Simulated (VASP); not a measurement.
## VASP inputs for AgBr (strained database structure)

INCAR

```
PREC = Accurate
ENCUT = 520
LREAL = .FALSE.
LASPH = .TRUE.
NSW = 0
LWAVE = .FALSE.
LCHARG = .FALSE.
ISIF = 2
ISMEAR = -1
GGA = PE
NELM = 120
SIGMA = 0.02
NBANDS = 26
IBRION = -1
EDIFF = 1E-7
```

KPOINTS

```
KPOINTS created by Atomic Simulation Environment
0
Gamma
6 6 4
0 0 0
```

KPOINTS_OPT

```
special points
9
Reciprocal
0.0000000000 0.0000000000 0.0000000000 1
0.5000257535 0.4999742465 0.0001134549 1
0.5000257535 0.4999742465 0.5001134485 1
0.5000257535 0.0000000000 0.5001134485 1
0.2497264905 0.0000000000 1.0000566496 1
0.7503250165 0.0000000000 0.0001702474 1
0.7503250165 0.2497007665 0.0001702474 1
0.2497264905 0.2497007665 1.0000566496 1
0.0000000000 0.5000000000 0.5000000000 1
```

POSCAR

```
Ag Br
 1.0000000000000000
     4.0376910782000000    0.0000000000000000    0.0414619364000000
     0.0000000000000000    4.0374823900000001    0.0000000000000000
    -0.0569039417000000    0.0000000000000000    5.7835260128000003
 Ag  Br
   2   2
Cartesian
  2.9854761562653818  3.0281117924999998  4.3686118320057918
  0.9953109802346187  1.0093705975000000  1.4563761171942082
  0.9666819846981224  1.0093705975000000  4.3480299191406946
  3.0141051518018775  3.0281117924999998  1.4769580300593066
```

VASP ran with the recommended PBE PAW datasets (36 valence electrons in the cell).

**Question.** What does this run give?

**Answer.** gap between bands v and c 0.63 eV; least direct gap 2.59 eV; pressure 2.4 GPa.

Band v is the last that the valence electrons fill when counted band by band, and c is the next. Levels in eV from the top of v:

| point | v−1 | v | c | c+1 |
| --- | --- | --- | --- | --- |
| Γ | -2.00 | -1.96 | 0.63 | 1.57 |
| X | -2.33 | -2.33 | 1.55 | 1.55 |
| P | -1.60 | -1.60 | 3.65 | 3.65 |
| N | 0.00 | 0.00 | 3.68 | 3.69 |
| S | -1.22 | -0.79 | 2.49 | 2.96 |
| S_0 | -1.23 | -0.79 | 2.49 | 2.96 |
| R | -1.69 | -1.57 | 3.29 | 3.80 |
| G | -1.69 | -1.57 | 3.29 | 3.80 |
